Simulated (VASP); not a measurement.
# Which magnetic order does free-standing square Co monolayer, spacing 2.5 A take?, part 3 of 4

Wanted: the lowest of several collinear orders of free-standing square Co monolayer, spacing 2.5 A.

VASP 6.6.1, plane waves and PAW; the level of theory is named at each step.

So far, largest spin moment in the PAW sphere (μB): step 2 (relax in the ferromagnetic state, PBE) 2.03; step 4 (magnetic order, start order AFM 1, signs +--+, PBE, from moments of both signs) 1.71; step 5 (magnetic order, start order AFM 2, signs ++--, PBE, from moments of both signs) 1.89.

## 6. Magnetic order, start order ferri 3, signs +++-

Level of this step: PBE, spin-polarised, from moments of both signs; plane waves and PAW (Co) (VASP).

Contents of INCAR:

```
SYSTEM = Co
PREC = Normal
ENCUT = 350
EDIFF = 1E-06
NELM = 150
ISMEAR = 1
SIGMA = 0.05
LREAL = .FALSE.
ALGO = Normal
GGA = PE
NBANDS = 32
ISPIN = 2
MAGMOM = 2 2 2 -2
LMAXMIX = 4
LORBIT = 11
LWAVE = .FALSE.
LCHARG = .FALSE.
KPAR = 2
AMIX = 0.2
BMIX = 1E-04
AMIX_MAG = 0.8
BMIX_MAG = 1E-04
```

Contents of POSCAR:

```
Co
1.0
    5.0000000000      0.0000000000      0.0000000000
    0.0000000000      5.0000000000      0.0000000000
    0.0000000000      0.0000000000     14.0000000000
Co
4
Direct
    0.0000000000      0.0000000000      0.5000000000
    0.0000000000      0.5000000000      0.5000000000
    0.5000000000      0.0000000000      0.5000000000
    0.5000000000      0.5000000000      0.5000000000
```

Contents of KPOINTS:

```
Automatic mesh
0
Gamma
5 5 1
0 0 0
```

The projector-augmented-wave data sets are Co (PBE family, release 64).

Launch:

```
$ mpirun -np 2 vasp_std
```

What it wrote:

```text
[... set-up lines as in an earlier step ...]
 entering main loop
       N       E                     dE             d eps       ncg     rms          rms(c)
DAV:   1     0.165768969189E+03    0.16577E+03   -0.10043E+04   768   0.651E+02
DAV:   2    -0.145294159461E+02   -0.18030E+03   -0.16595E+03   784   0.202E+02
DAV:   3    -0.212845158852E+02   -0.67551E+01   -0.65795E+01   912   0.488E+01
DAV:   4    -0.213802388825E+02   -0.95723E-01   -0.95628E-01   944   0.663E+00
[...]
DAV:   8    -0.215509587757E+02    0.89063E+00   -0.15981E+01   968   0.338E+01    0.302E+01
DAV:   9    -0.194764612464E+02    0.20745E+01   -0.21255E+00  1008   0.213E+01    0.178E+01
DAV:  10    -0.190590430848E+02    0.41742E+00   -0.77108E-01  1136   0.121E+01    0.117E+01
[... 130 further cycles ...]
DAV: 141    -0.191800726916E+02    0.64644E-02   -0.78362E-04   848   0.242E-01    0.161E+00
DAV: 142    -0.191801918088E+02   -0.11912E-03   -0.16099E-04   792   0.108E-01    0.164E+00
DAV: 143    -0.191788068729E+02    0.13849E-02   -0.60848E-05   776   0.850E-02    0.160E+00
DAV: 144    -0.191822976801E+02   -0.34908E-02   -0.23047E-04   768   0.943E-02    0.178E+00
[...]
DAV: 148    -0.191847418416E+02   -0.13837E-02   -0.44041E-05   792   0.546E-02    0.154E+00
DAV: 149    -0.191853052172E+02   -0.56338E-03   -0.11536E-05   840   0.412E-02    0.153E+00
DAV: 150    -0.191856704976E+02   -0.36528E-03   -0.91150E-06   784   0.220E-02
 -----------------------------------------------------------------------------
|                                                                             |
|           W    W    AA    RRRRR   N    N  II  N    N   GGGG   !!!           |
|           W    W   A  A   R    R  NN   N  II  NN   N  G    G  !!!           |
|           W    W  A    A  R    R  N N  N  II  N N  N  G       !!!           |
|           W WW W  AAAAAA  RRRRR   N  N N  II  N  N N  G  GGG   !            |
|           WW  WW  A    A  R   R   N   NN  II  N   NN  G    G                |
|           W    W  A    A  R    R  N    N  II  N    N   GGGG   !!!           |
|                                                                             |
|     The electronic self-consistency was not achieved in the given           |
|     number of steps (NELM). The forces and other quantities evaluated       |
|     might not be reliable so examine the results carefully. If you find     |
|     spurious results, we suggest increasing NELM, if you were close to      |
|     convergence or switching to a different ALGO or adjusting the           |
|     density mixing parameters otherwise.                                    |
|                                                                             |
 -----------------------------------------------------------------------------

   1 F= -.19185670E+02 E0= -.19186618E+02  d E =0.284189E-02  mag=     5.5573
```

It took 87 s on 2 MPI ranks of Intel Xeon 6975P-C (Granite Rapids), shared host; peak memory 0.49 GiB.

Parts of OUTCAR (step 6):

```text
 spin component 1
 k-point     1 :       0.0000    0.0000    0.0000
  band No.  band energies     occupation
    ...
     15      -4.0338      1.00000
     16      -4.0338      1.00000
     17      -3.1048      1.00000
     18      -3.1048      1.00000
     19      -3.0141      1.00000
     20      -2.4331     -0.02423
     21      -2.3827     -0.00079
     22      -1.8508     -0.00000
     23      -1.4118      0.00000
     24      -1.4118      0.00000
    ...

 k-point     2 :       0.2000    0.0000    0.0000
  band No.  band energies     occupation
    ...
     17      -3.2651      1.00000
     18      -3.1173      1.00000
     19      -3.1075      1.00000
     20      -2.8684      1.00000
     21      -2.5434      0.93308
     22      -2.4008     -0.00368
     23      -1.4432      0.00000
     24      -0.9181      0.00000
     25       1.3882      0.00000
     26       1.8105      0.00000
    ...

  Total      -10.8356722    -10.8356722     -1.6718628      0.0000000      0.0000000      0.0000000
  in kB      -49.6019095    -49.6019095     -7.6532017      0.0000000      0.0000000      0.0000000
  external PRESSURE =     -35.6190069 kB  Pullay stress =       0.0000000 kB

 POSITION                                       TOTAL-FORCE (eV/Angst)
 -----------------------------------------------------------------------------------
      0.00000      0.00000      7.00000         0.000000      0.000000      0.000000
      0.00000      2.50000      7.00000         0.000000      0.000000      0.000000
      2.50000      0.00000      7.00000         0.000000      0.000000      0.000000
      2.50000      2.50000      7.00000         0.000000      0.000000      0.000000
 -----------------------------------------------------------------------------------
    total drift:                                0.000000      0.000000     -0.000000

  FREE ENERGIE OF THE ION-ELECTRON SYSTEM (eV)
  ---------------------------------------------------
  free  energy   TOTEN  =       -19.1856704976 eV

  energy  without entropy=      -19.1885123861  energy(sigma->0) =      -19.18661779

 magnetization (x)
# of ion       s       p       d       tot
------------------------------------------
    1        0.010  -0.005   2.069   2.074
    2        0.044  -0.006   2.062   2.100
    3        0.044  -0.006   2.062   2.100
    4       -0.051  -0.030  -0.192  -0.272
--------------------------------------------------
tot          0.047  -0.048   6.002   6.002

[... 8 parts as in an earlier step ...]

[... 16 further parts left out ...]
[key lines of the parts left out:]
E-fermi :  -2.5118
```

The electronic loop did not meet EDIFF within NELM cycles, so this run is left out of the comparison.

## 7. No spin polarisation

This step: PBE, no spin polarisation; plane waves and PAW (Co) (VASP 6.6.1).

A run without spin shows what magnetism as such gains.

INCAR, as its differences from that of step 6:

```diff
@@ -10,6 +10,3 @@
 GGA = PE
-NBANDS = 32
-ISPIN = 2
-MAGMOM = 2 2 2 -2
-LMAXMIX = 4
+NBANDS = 24
 LORBIT = 11
```

POSCAR is that of step 6.

KPOINTS is that of step 6.

Launch:

```
$ mpirun -np 2 vasp_std
```

What it wrote:

```text
[... set-up lines as in an earlier step ...]
 entering main loop
       N       E                     dE             d eps       ncg     rms          rms(c)
DAV:   1     0.164935376934E+03    0.16494E+03   -0.10199E+04   288   0.871E+02
DAV:   2    -0.958539265781E+01   -0.17452E+03   -0.16588E+03   312   0.274E+02
DAV:   3    -0.196834466758E+02   -0.10098E+02   -0.92764E+01   384   0.641E+01
DAV:   4    -0.201315330573E+02   -0.44809E+00   -0.42710E+00   328   0.168E+01
DAV:   5    -0.201485676421E+02   -0.17035E-01   -0.17007E-01   400   0.239E+00    0.141E+01
DAV:   6    -0.178176850270E+02    0.23309E+01   -0.22729E+01   384   0.512E+01    0.516E+00
DAV:   7    -0.175816191629E+02    0.23607E+00   -0.16927E+00   360   0.113E+01    0.320E+00
DAV:   8    -0.175226113289E+02    0.59008E-01   -0.26474E-01   408   0.221E+00    0.187E+00
DAV:   9    -0.175047317976E+02    0.17880E-01   -0.43675E-01   352   0.214E+00    0.131E+00
DAV:  10    -0.174855969199E+02    0.19135E-01   -0.18151E-01   312   0.170E+00    0.645E-01
DAV:  11    -0.174896380642E+02   -0.40411E-02   -0.94445E-02   336   0.966E-01    0.693E-01
DAV:  12    -0.174784915937E+02    0.11146E-01   -0.82495E-02   344   0.645E-01    0.370E-01
DAV:  13    -0.174842207349E+02   -0.57291E-02   -0.33760E-02   312   0.583E-01    0.471E-01
DAV:  14    -0.174778762224E+02    0.63445E-02   -0.27425E-02   328   0.540E-01    0.208E-01
DAV:  15    -0.174825535315E+02   -0.46773E-02   -0.12589E-02   312   0.452E-01    0.376E-01
DAV:  16    -0.174780048836E+02    0.45486E-02   -0.10230E-02   312   0.395E-01    0.147E-01
DAV:  17    -0.174815780505E+02   -0.35732E-02   -0.22882E-03   312   0.336E-01    0.301E-01
DAV:  18    -0.174784910128E+02    0.30870E-02   -0.15732E-03   312   0.299E-01    0.108E-01
DAV:  19    -0.174810284673E+02   -0.25375E-02   -0.46767E-04   312   0.261E-01    0.240E-01
DAV:  20    -0.174787507453E+02    0.22777E-02   -0.37009E-04   304   0.238E-01    0.804E-02
DAV:  21    -0.174806874642E+02   -0.19367E-02   -0.30037E-04   304   0.211E-01    0.191E-01
DAV:  22    -0.174789083572E+02    0.17791E-02   -0.24178E-04   304   0.193E-01    0.603E-02
DAV:  23    -0.174804742583E+02   -0.15659E-02   -0.19923E-04   304   0.172E-01    0.154E-01
DAV:  24    -0.174790885113E+02    0.13857E-02   -0.15922E-04   304   0.156E-01    0.456E-02
DAV:  25    -0.174803387218E+02   -0.12502E-02   -0.13278E-04   304   0.139E-01    0.125E-01
DAV:  26    -0.174793075536E+02    0.10312E-02   -0.10290E-04   304   0.128E-01    0.349E-02
DAV:  27    -0.174802480443E+02   -0.94049E-03   -0.85145E-05   288   0.114E-01    0.103E-01
DAV:  28    -0.174794629642E+02    0.78508E-03   -0.66083E-05   288   0.105E-01    0.275E-02
DAV:  29    -0.174801893175E+02   -0.72635E-03   -0.55075E-05   288   0.941E-02    0.859E-02
DAV:  30    -0.174795844409E+02    0.60488E-03   -0.44011E-05   288   0.852E-02    0.227E-02
[...]
DAV:  62    -0.174801119727E+02    0.36671E-05   -0.94344E-09   144   0.143E-03    0.123E-02
DAV:  63    -0.174801145255E+02   -0.25527E-05   -0.69406E-09   144   0.126E-03    0.136E-02
DAV:  64    -0.174801117238E+02    0.28017E-05   -0.50795E-09   144   0.106E-03    0.126E-02
DAV:  65    -0.174801139086E+02   -0.21849E-05   -0.38450E-09   144   0.942E-04    0.136E-02
DAV:  66    -0.174801100783E+02    0.38303E-05   -0.52622E-09   144   0.959E-04    0.131E-02
DAV:  67    -0.174801127651E+02   -0.26867E-05   -0.41533E-09   144   0.946E-04    0.138E-02
DAV:  68    -0.174801114304E+02    0.13346E-05   -0.20991E-09   144   0.695E-04    0.130E-02
DAV:  69    -0.174801135920E+02   -0.21616E-05   -0.20095E-09   144   0.637E-04    0.135E-02
DAV:  70    -0.174801118522E+02    0.17398E-05   -0.16063E-09   144   0.599E-04    0.130E-02
DAV:  71    -0.174801130598E+02   -0.12077E-05   -0.10627E-09   144   0.487E-04    0.135E-02
DAV:  72    -0.174801112624E+02    0.17974E-05   -0.11668E-09   144   0.487E-04    0.132E-02
DAV:  73    -0.174801113969E+02   -0.13454E-06   -0.85420E-10   144   0.409E-04
   1 F= -.17480111E+02 E0= -.17476249E+02  d E =-.115860E-01
```

Elapsed: 16 s, on 2 MPI ranks; peak memory 0.38 GiB; 30 s of CPU time.

From OUTCAR (step 7):

```text
   k-points           NKPTS =      6   k-points in BZ     NKDIM =      6   number of bands    NBANDS=     24

   NELECT =      36.0000    total number of electrons

 E-fermi :  -3.1822

 k-point     1 :       0.0000    0.0000    0.0000
  band No.  band energies     occupation
    ...
     10      -4.1261      2.00000
     11      -3.6297      2.00000
     12      -3.6297      2.00000
     13      -3.3682      2.00000
     14      -3.3682      2.00000
     15      -3.0851     -0.01915
     16      -3.0663     -0.00501
     17      -3.0663     -0.00501
     18      -2.9422     -0.00000
     19      -2.9422     -0.00000
    ...

  Total      -14.7437284    -14.7437284     -0.1585190      0.0000000      0.0000000      0.0000000
  in kB      -67.4916211    -67.4916211     -0.7256444      0.0000000      0.0000000      0.0000000
  external PRESSURE =     -45.2362955 kB  Pullay stress =       0.0000000 kB

 POSITION                                       TOTAL-FORCE (eV/Angst)
 -----------------------------------------------------------------------------------
      0.00000      0.00000      7.00000        -0.000000      0.000000     -0.000000
      0.00000      2.50000      7.00000        -0.000000     -0.000000      0.000000
      2.50000      0.00000      7.00000        -0.000000      0.000000      0.000000
      2.50000      2.50000      7.00000         0.000000     -0.000000      0.000000
 -----------------------------------------------------------------------------------
    total drift:                                0.000000      0.000000     -0.000000

  FREE ENERGIE OF THE ION-ELECTRON SYSTEM (eV)
  ---------------------------------------------------
  free  energy   TOTEN  =       -17.4801113969 eV

  energy  without entropy=      -17.4685254343  energy(sigma->0) =      -17.47624941

[... 7 parts as in an earlier step ...]

[... 9 further parts left out ...]
```

This run has no spin polarisation, so a moment on Co, if there is one, isn't seen.

Numbers from this step:

```
electronic cycles       : 73
free energy (TOTEN)     : -17.48 eV
energy at zero smearing : -17.48 eV
Fermi energy            : -3.182 eV
```

Energy at zero smearing: -17.47625 eV.

## 8. Summary

This step: collinear magnetic orders, PBE; plane waves and PAW (VASP 6.6.1).

No new run; the numbers come from the runs before.

This step gave:

```
mean moment in the lowest run         : 2.03 μB
constant fitted for the nearest pairs : 108.0 meV
```

Orders, by row:

| order | signs | energy above the lowest (meV/magnetic atom) | total moment (μB) | mean moment on carriers (μB) | gap on the mesh (eV) | signs at the end, of the atoms given a moment |
| --- | --- | --- | --- | --- | --- | --- |
| fm | ++++ | 0 | 7.904 | 2.03 | 0 | ++++ |
| afm 1 | +--+ | 432.1 | 0 | 1.712 | 0 | +--+ |
| afm 2 | ++-- | 255.3 | 0 | 1.89 | 0 | ++-- |
| nm |  | 627.4 | 0 | 0 | 0 | - |

E = E0 - sum over pairs, each once, of J e_i.e_j with unit vectors; J > 0 favours parallel moments; fitted to the orders that kept their signs. Exchange, by row:

```
 pair  distance, in the start or the relaxed cell (Å)  J (meV)
Co-Co                                             2.5      108
Co-Co                                            3.54    9.809
```

(Continued in part 4 of 4.)

[Lines on the potential files, build, host, timing and source positions are cut from VASP's logs without a mark.]

[Logs are printed without paths, hosts, clocks, repeated set-up lines and the standing remarks that a program may print on its own settings, such as how far it seeks lower states.]

[Hosts, paths, dates, database ids (printed as entryN), source tags and the programs' standing remarks are cut or masked in the printed files.]

[In band tables of VASP the shares of atoms and orbitals are scaled to a sum of 1 inside the atoms' spheres.]

[Runs that stopped without an error message from VASP are left out.]
